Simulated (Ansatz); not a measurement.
LiBr, explained

**The experiment.** The Crystallography Open Database holds a cell as deposited of cubic LiBr (space group Fm-3m), temperature not stated (1963): a = 5.501 Å, 20.81 Å³/atom.

Method: PBE, scalar-relativistic; no spin polarisation; PAW, 420 eV, Γ-centred 10×10×10 mesh, 0.05 eV Gaussian smearing; code Ansatz. The datasets are Ansatz's generated set soft_2.

The chain of runs began from a cell as deposited in COD, expanded in volume. Of that entry: the entry's cell lengths or inner coordinates differ somewhat from later room-temperature determinations.

The relaxed structure (symmetry read at 0.01 Å). It takes space group Fm-3m (No. 225, cubic). The conventional cell has a = 5.511 Å, b = 5.511 Å, c = 5.511 Å, α = 90.00°, β = 90.00°, γ = 90.00°. Li (site symmetry m-3m) is surrounded by 6 Br at 2.76 Å. Br (site symmetry m-3m) has 6 Li at 2.76 Å as nearest neighbours. (Shells end 15 % past the nearest neighbour.)

Results at this level of theory:

* Volume: 20.92 Å³/atom
* Band gap: 4.91 eV
* Smallest direct gap: 4.92 eV
* Bader charges: Li 0.90; Br -0.90 e
* Formation energy from the elements (0 K, uncorrected): -1.55 eV/atom
* Bulk modulus (Birch–Murnaghan): 26 GPa
* Pressure derivative B0′: 4.4

**Question.** Should it be a metal or an insulator?

**Answer.** Formal charges Li⁺, Br⁻ balance and leave closed shells on every ion, so a band insulator is expected, and the gap is 4.91 eV.

It is indirect by only 0.01 eV, as good as direct: 4.91 eV. Within 0.6 eV of the edges the projected states are 100 % Br 4p at the top of the valence band and 61 % Li 2s at the bottom of the conduction band. The lowest excitation takes an electron from Br back to Li, as in ionic insulators.

**Question.** What fixes the bond lengths?

**Answer.** Shannon's ionic radii give a check on the bond lengths: Li⁺ with 6 neighbours 0.76 Å + Br⁻ 1.96 Å = 2.72 Å against a computed mean of 2.76 Å. Sums and bonds agree within 3 %, so ion sizes set the bond lengths.

**Question.** How ionic is it?

**Answer.** Bader charges against formal ones: Li +0.90 (+1), Br −0.90 (−1). The cations give up 90 % of the formal charge; Bader charges stay under formal ones because the anions' density reaches into the cations' basins, though a share this high marks a strongly ionic bond.

**Question.** How stiff is it, in energy terms?

**Answer.** B0·V0 = 25.7 GPa × 20.92 Å³ = 3.36 eV/atom sets the scale: near the minimum ΔE ≈ ½ B0 V0 x², with x = V/V0 − 1, and a pressure of 0.26 GPa squeezes the volume by about 1 %. At the ends of the curve: x = −4.0 % predicts 2.7 meV/atom and the run gives 2.9; x = +4.0 % predicts 2.7 meV/atom and the run gives 2.5. The curve is steeper than the parabola on the compressed side and flatter on the expanded side: the bulk modulus rises with pressure.

**Against experiment.** PBE gives 5.511 Å and 20.92 Å³/atom, +0.5 % in volume (+0.2 % in length) from the database's cell. Agreement this close is partly luck: the calculation is for a static lattice, the crystal has zero-point motion and thermal expansion, roughly 2.3 to 5.8 % in volume at 300 K (room temperature assumed) by Grüneisen's rule, γ·3k_BT/(B0·V0) with γ of 1 to 2.5.

Semilocal functionals underestimate band gaps, commonly by a third or more.
